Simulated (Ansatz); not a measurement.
Here is an Ansatz 0.2.0 calculation.

The input run.py:

```python
import json

import ase.io
import numpy as np
import spglib

import ansatz as az

atoms = ase.io.read("ZrS.cif")
cell, frac, numbers = spglib.find_primitive((atoms.cell[:], atoms.get_scaled_positions(), atoms.numbers), symprec=1e-5)
atoms = ase.Atoms(numbers, cell=cell, scaled_positions=frac, pbc=True)

calculation = (
    az.Crystal.from_ase(atoms)
    .calculation()
    .kpoints(9, 9, 9)
    .functional("blyp", dispersion="d4")
    .pseudopotentials(kind="nc")
    .scf(extra_bands=14)
    .occupations(method="cold", width=0.05)
    .wannier(mesh=(6, 6, 6), projections=(az.TrialShell(site=1, l="p"), az.TrialShell(site=0, l="d")),
        minimise=True, disentanglement_window=(5.7, 27.2), disentanglement_frozen_window=(7.2, 15.5),
        write_xyz=True)
    .band_table(publish=True)
)
outcome = calculation.run(threads=2, events_out="events.jsonl")

report = outcome.report
for line in open("events.jsonl"):
    event = json.loads(line)
    if event["event"] == "scf_iter":
        d = event["data"]
        print(f"SCF {d['iter']:3d}  HF = {d['harris_foulkes_ev']:.6f} eV  dr2 = {d['dr2_ev']:.2e} eV")
    elif event["event"] in ("relax_step", "md_step"):
        d = event["data"]
        print(f"{event['event']} {d['step']:3d}  E = {d['lagrangian_ev']:.6f} eV")
np.set_printoptions(precision=5, suppress=True, linewidth=110)
print("converged:", report["converged"], "after", report["n_iterations"], "iterations")
print(f"free energy {report['free_energy_ev']:.6f} eV, Fermi level {report['fermi_energy_ev']:.4f} eV")
for key in ("band_edges_ev", "magnetization_mub", "site_moments_mub", "site_moments_nc_mub", "forces_ev_ang",
                "stress_gpa"):
    if report.get(key) is not None:
        print(key, np.array(report[key]), sep="\n")
```

ZrS.cif

```cif
data_ZrS
_cell_length_a 5.25000000
_cell_length_b 5.25000000
_cell_length_c 5.25000000
_cell_angle_alpha 90.00000000
_cell_angle_beta 90.00000000
_cell_angle_gamma 90.00000000
_space_group_name_H-M_alt 'Fm-3m'
_space_group_name_Hall '-F 4 2 3'
_space_group_IT_number 225
loop_
_space_group_symop_operation_xyz
'x,y,z'
'-x,-y,-z'
'-y,x,z'
'y,-x,-z'
'-x,-y,z'
'x,y,-z'
'y,-x,z'
'-y,x,-z'
'x,-y,-z'
'-x,y,z'
'-y,-x,-z'
'y,x,z'
'-x,y,-z'
'x,-y,z'
'y,x,-z'
'-y,-x,z'
'z,x,y'
'-z,-x,-y'
'z,-y,x'
'-z,y,-x'
'z,-x,-y'
'-z,x,y'
'z,y,-x'
'-z,-y,x'
'-z,x,-y'
'z,-x,y'
'-z,-y,-x'
'z,y,x'
'-z,-x,y'
'z,x,-y'
'-z,y,x'
'z,-y,-x'
'y,z,x'
'-y,-z,-x'
'x,z,-y'
'-x,-z,y'
'-y,z,-x'
'y,-z,x'
'-x,z,y'
'x,-z,-y'
'-y,-z,x'
'y,z,-x'
'-x,-z,-y'
'x,z,y'
'y,-z,-x'
'-y,z,x'
'x,-z,y'
'-x,z,-y'
'x,y+1/2,z+1/2'
'-x,-y+1/2,-z+1/2'
'-y,x+1/2,z+1/2'
'y,-x+1/2,-z+1/2'
'-x,-y+1/2,z+1/2'
'x,y+1/2,-z+1/2'
'y,-x+1/2,z+1/2'
'-y,x+1/2,-z+1/2'
'x,-y+1/2,-z+1/2'
'-x,y+1/2,z+1/2'
'-y,-x+1/2,-z+1/2'
'y,x+1/2,z+1/2'
'-x,y+1/2,-z+1/2'
[... 41 lines left out ...]
'y+1/2,-x,z+1/2'
'-y+1/2,x,-z+1/2'
'x+1/2,-y,-z+1/2'
'-x+1/2,y,z+1/2'
'-y+1/2,-x,-z+1/2'
'y+1/2,x,z+1/2'
'-x+1/2,y,-z+1/2'
'x+1/2,-y,z+1/2'
'y+1/2,x,-z+1/2'
'-y+1/2,-x,z+1/2'
'z+1/2,x,y+1/2'
'-z+1/2,-x,-y+1/2'
'z+1/2,-y,x+1/2'
'-z+1/2,y,-x+1/2'
'z+1/2,-x,-y+1/2'
'-z+1/2,x,y+1/2'
'z+1/2,y,-x+1/2'
'-z+1/2,-y,x+1/2'
'-z+1/2,x,-y+1/2'
'z+1/2,-x,y+1/2'
'-z+1/2,-y,-x+1/2'
'z+1/2,y,x+1/2'
'-z+1/2,-x,y+1/2'
'z+1/2,x,-y+1/2'
'-z+1/2,y,x+1/2'
'z+1/2,-y,-x+1/2'
'y+1/2,z,x+1/2'
'-y+1/2,-z,-x+1/2'
'x+1/2,z,-y+1/2'
'-x+1/2,-z,y+1/2'
'-y+1/2,z,-x+1/2'
'y+1/2,-z,x+1/2'
'-x+1/2,z,y+1/2'
'x+1/2,-z,-y+1/2'
'-y+1/2,-z,x+1/2'
'y+1/2,z,-x+1/2'
'-x+1/2,-z,-y+1/2'
'x+1/2,z,y+1/2'
'y+1/2,-z,-x+1/2'
'-y+1/2,z,x+1/2'
'x+1/2,-z,y+1/2'
'-x+1/2,z,-y+1/2'
'x+1/2,y+1/2,z'
'-x+1/2,-y+1/2,-z'
'-y+1/2,x+1/2,z'
'y+1/2,-x+1/2,-z'
'-x+1/2,-y+1/2,z'
'x+1/2,y+1/2,-z'
'y+1/2,-x+1/2,z'
'-y+1/2,x+1/2,-z'
'x+1/2,-y+1/2,-z'
'-x+1/2,y+1/2,z'
'-y+1/2,-x+1/2,-z'
'y+1/2,x+1/2,z'
'-x+1/2,y+1/2,-z'
'x+1/2,-y+1/2,z'
'y+1/2,x+1/2,-z'
'-y+1/2,-x+1/2,z'
'z+1/2,x+1/2,y'
'-z+1/2,-x+1/2,-y'
'z+1/2,-y+1/2,x'
'-z+1/2,y+1/2,-x'
'z+1/2,-x+1/2,-y'
'-z+1/2,x+1/2,y'
'z+1/2,y+1/2,-x'
'-z+1/2,-y+1/2,x'
'-z+1/2,x+1/2,-y'
'z+1/2,-x+1/2,y'
'-z+1/2,-y+1/2,-x'
'z+1/2,y+1/2,x'
'-z+1/2,-x+1/2,y'
'z+1/2,x+1/2,-y'
'-z+1/2,y+1/2,x'
'z+1/2,-y+1/2,-x'
'y+1/2,z+1/2,x'
'-y+1/2,-z+1/2,-x'
'x+1/2,z+1/2,-y'
'-x+1/2,-z+1/2,y'
'-y+1/2,z+1/2,-x'
'y+1/2,-z+1/2,x'
'-x+1/2,z+1/2,y'
'x+1/2,-z+1/2,-y'
'-y+1/2,-z+1/2,x'
'y+1/2,z+1/2,-x'
'-x+1/2,-z+1/2,-y'
'x+1/2,z+1/2,y'
'y+1/2,-z+1/2,-x'
'-y+1/2,z+1/2,x'
'x+1/2,-z+1/2,y'
'-x+1/2,z+1/2,-y'
loop_
_atom_site_label
_atom_site_type_symbol
_atom_site_symmetry_multiplicity
_atom_site_Wyckoff_symbol
_atom_site_fract_x
_atom_site_fract_y
_atom_site_fract_z
_atom_site_occupancy
Zr1 Zr 4 a 0.0000000000 0.0000000000 0.0000000000 1
S1 S 4 b 0.5000000000 0.0000000000 0.0000000000 1
```

Potentials or basis: Ansatz NC or PseudoDojo by element.

Command:

```console
$ python run.py
```

**Question.** Estimate the total Wannier spread.

**Answer.** 14.55 Å² over 8 functions.

**Question.** What does it give for the band gap on the k mesh?

**Answer.** None (metal or under the smearing width).

Wannier centres (Å) and spreads (Å²):
```tsv
function	x	y	z	spread
1	0.000	0.000	0.000	1.645
2	0.000	0.000	0.000	1.645
3	2.625	2.625	2.625	1.664
4	2.625	2.625	2.625	1.664
5	2.625	2.625	2.625	1.664
6	0.000	0.000	0.000	2.089
7	0.000	0.000	0.000	2.089
8	0.000	0.000	0.000	2.089
```
